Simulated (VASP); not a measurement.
# CdTe (F-43m) in VASP: a series of runs, part 2 of 2

VASP 6.6.1. Earlier steps stand in the parts before.

## Step 3: Single point, r2SCAN

This run uses another cell than the first one, of 36.21 Å³/atom, 1.023 times its volume.

POSCAR

```
CdTe
1.0
    0.0000000000      3.3084577700      3.3084577700
    3.3084577700      0.0000000000      3.3084577700
    3.3084577700      3.3084577700      0.0000000000
Cd Te
1 1
Direct
    0.0000000000      0.0000000000      0.0000000000
    0.2500000000      0.2500000000      0.2500000000
```

INCAR.step1

```
SYSTEM = CdTe
PREC = Accurate
ENCUT = 520
ISMEAR = 0
SIGMA = 0.01
LREAL = .FALSE.
LASPH = .TRUE.
NELM = 100
NBANDS = 16
GGA = PE
ALGO = Normal
EDIFF = 1E-4
LWAVE = .TRUE.
LCHARG = .FALSE.
```

INCAR.step2

```
SYSTEM = CdTe
PREC = Accurate
ENCUT = 520
EDIFF = 1E-7
ISMEAR = 0
SIGMA = 0.01
LREAL = .FALSE.
LASPH = .TRUE.
NELM = 100
ALGO = Normal
ISIF = 2
LWAVE = .FALSE.
LCHARG = .FALSE.
METAGGA = R2SCAN
LMIXTAU = .TRUE.
NBANDS = 16
ISTART = 1
```

KPOINTS

```
Automatic mesh
0
G
  5 5 5
  0 0 0
```

Potentials or basis: VASP PAW PBE potentials, release 64 (Cd, Te).

Command:

```bash
$ cat potpaw_PBE.64/Cd/POTCAR potpaw_PBE.64/Te/POTCAR > POTCAR
$ cp INCAR.step1 INCAR
$ mpirun -np 1 vasp_std > vasp.out
$ cp INCAR.step2 INCAR
$ mpirun -np 1 vasp_std > vasp.out
```

OUTCAR:

```text
SYSTEM = CdTe
   PREC = Accurate
   ENCUT = 520
   EDIFF = 1E-7
   ISMEAR = 0
   LREAL = .FALSE.
   LASPH = .TRUE.
   NELM = 100
   ISIF = 2
   METAGGA = R2SCAN
   ISTART = 1

 ion  position               nearest neighbor table
   1  0.000  0.000  0.000-   2 2.87   2 2.87   2 2.87   2 2.87
   2  0.250  0.250  0.250-   1 2.87   1 2.87   1 2.87   1 2.87

  LATTYP: Found a face centered cubic cell.
 ALAT       =     6.6169155400

  Lattice vectors:

 A1 = (   0.0000000000,   3.3084577700,   3.3084577700)
 A2 = (   3.3084577700,   0.0000000000,   3.3084577700)
 A3 = (   3.3084577700,   3.3084577700,   0.0000000000)

Analysis of symmetry for initial positions (statically):
=====================================================================
 Subroutine PRICEL returns:
 Original cell was already a primitive cell.

 Routine SETGRP: Setting up the symmetry group for a
 face centered cubic supercell.

 Subroutine GETGRP returns: Found 24 space group operations
 (whereof 24 operations were pure point group operations)
 out of a pool of 48 trial point group operations.

The static configuration has the point symmetry T_d .
[... 143 lines left out ...]

  energy without entropy =      -46.62709218  energy(sigma->0) =      -46.62709218

 E-fermi :   1.6271     XC(G=0):  -8.8148

 val. band max:        1.5590658330   @ k =   0.0000   0.0000   0.0000
 cond. band min:       2.6261215520   @ k =   0.0000   0.0000   0.0000
 fundamental gap:      1.0670557190
 Fermi energy:         1.6271308111

 k-point     1 :       0.0000    0.0000    0.0000
  band No.  band energies     occupation
      1      -9.6154      2.00000
      2      -6.8193      2.00000
      3      -6.8193      2.00000
      4      -6.8193      2.00000
      5      -6.5822      2.00000
      6      -6.5822      2.00000
[... 167 lines left out ...]
      3      -6.7109      2.00000
      4      -6.6118      2.00000
      5      -6.5741      2.00000
      6      -6.1350      2.00000
[... 8 lines left out ...]
     15      12.0369      0.00000
     16      14.0020      0.00000

------------------------ aborting loop because EDIFF is reached ----------------------------------------

  FORCE on cell =-STRESS in cart. coord.  units (eV):
  Direction    XX          YY          ZZ          XY          YZ          ZX
  --------------------------------------------------------------------------------------
  -------------------------------------------------------------------------------------
  Total       -0.4012474     -0.4012474     -0.4012474      0.0000000      0.0000000      0.0000000
  in kB       -8.8759752     -8.8759752     -8.8759752      0.0000000      0.0000000      0.0000000
  external PRESSURE =      -8.8759752 kB  Pullay stress =       0.0000000 kB

 VOLUME and BASIS-vectors are now :
 -----------------------------------------------------------------------------
  energy-cutoff  :      520.00
  volume of cell :       72.43
      direct lattice vectors                 reciprocal lattice vectors
     0.000000000  3.308457770  3.308457770    -0.151127817  0.151127817  0.151127817
     3.308457770  0.000000000  3.308457770     0.151127817 -0.151127817  0.151127817
     3.308457770  3.308457770  0.000000000     0.151127817  0.151127817 -0.151127817

 POSITION                                       TOTAL-FORCE (eV/Angst)
 -----------------------------------------------------------------------------------
      0.00000      0.00000      0.00000         0.000000      0.000000      0.000000
      1.65423      1.65423      1.65423        -0.000000     -0.000000     -0.000000
 -----------------------------------------------------------------------------------
    total drift:                               -0.000001     -0.000001     -0.000001

  FREE ENERGIE OF THE ION-ELECTRON SYSTEM (eV)
  ---------------------------------------------------
  free  energy   TOTEN  =       -46.6270921836 eV

  energy  without entropy=      -46.6270921836  energy(sigma->0) =      -46.62709218
```

OSZICAR.step1:

```text
N       E                     dE             d eps       ncg     rms          rms(c)
DAV:   1     0.968613379738E+02    0.96861E+02   -0.80556E+03   328   0.960E+02
DAV:   2    -0.161034381237E+01   -0.98472E+02   -0.93551E+02   384   0.232E+02
DAV:   3    -0.500338660578E+01   -0.33930E+01   -0.33893E+01   392   0.448E+01
DAV:   4    -0.503530387549E+01   -0.31917E-01   -0.31916E-01   480   0.380E+00
DAV:   5    -0.503538111758E+01   -0.77242E-04   -0.77242E-04   408   0.175E-01    0.492E+00
DAV:   6    -0.480979020418E+01    0.22559E+00   -0.38133E-01   376   0.701E+00    0.414E+00
DAV:   7    -0.479414003635E+01    0.15650E-01   -0.10481E-01   344   0.205E+00    0.164E+00
DAV:   8    -0.479519070053E+01   -0.10507E-02   -0.10232E-02   368   0.112E+00    0.459E-01
DAV:   9    -0.479556376944E+01   -0.37307E-03   -0.96876E-04   376   0.308E-01    0.102E-01
DAV:  10    -0.479563196771E+01   -0.68198E-04   -0.10831E-04   320   0.100E-01
   1 F= -.47956320E+01 E0= -.47956320E+01  d E =-.203765E-51
```

Wall time 35 s (1 thread of Intel Xeon 6975P-C (Granite Rapids), shared host); peak memory 0.22 GiB.

What came out:

| Property | Result |
| --- | --- |
| Free energy | -46.6271 eV |
| Pressure | -0.9 GPa |
| Band gap on the k mesh | 1.07 eV, direct |

Levels at points of the mesh, in eV from the valence-band top:
| k point | band 6 | band 7 | band 8 | band 9 | band 10 | band 11 | band 12 | band 13 |
| --- | --- | --- | --- | --- | --- | --- | --- | --- |
| (0.00, 0.00, 0.00) | -8.14 | 0.00 | 0.00 | 0.00 | 1.07 | 5.06 | 5.06 | 5.06 |

Caveat: the PAW data sets were made with another functional, which shifts forces and pressure a little; spin-orbit coupling is left out, which moves the levels of the heavy elements.

## Step 4: How close it comes

Step 2. Against the measured gap of CdTe, 1.607 eV (0 K; a printed reference work, data compilation), the calculated 1.14 eV is off by -0.47 eV. Spin-orbit coupling on Cd, Te is left out. The value is that of r2SCAN, without temperature or zero-point motion.

Step 3. Measured gap of CdTe: 1.607 eV (0 K; a printed reference work, data compilation). This calculation gives 1.07 eV (-0.54 eV). Spin-orbit coupling on Cd, Te is left out. The value is that of r2SCAN, without temperature or zero-point motion.
